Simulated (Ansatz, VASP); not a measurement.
# Mg in VASP and in Ansatz

```
Mg
1.0
     0.00000    2.24479    2.24479
     2.24479    0.00000    2.24479
     2.24479    2.24479    0.00000
Mg
1
Direct
  0.00000 0.00000 0.00000
```

Alike in both runs: task single point; functional PBEsol; k mesh 16 × 16 × 16; occupations gaussian, width 0.1 eV; no spin polarisation.

|  | VASP | Ansatz |
| --- | --- | --- |
| version | VASP 6.6.1 | Ansatz 0.2.0 |
| potentials or method | VASP PAW PBE potentials, release 64 (Mg) | scalar-relativistic, plane waves, PAW |
| plane-wave cutoff (eV) | 520 | 420 |
| valence electrons in the cell | 2 | 10 |

|  | VASP | Ansatz | Ansatz less VASP |
| --- | --- | --- | --- |
| gap on the k mesh at the Fermi level (eV) | none | none | - |
| pressure (GPa) | 0.0 | 0.1 | +0.05 |

A gap of «none» marks a metal or a gap that the smearing closes. The two sets of potentials don't hold the same shells in valence.

Caveats: the PAW data sets were made with another functional, which shifts forces and pressure a little (VASP).
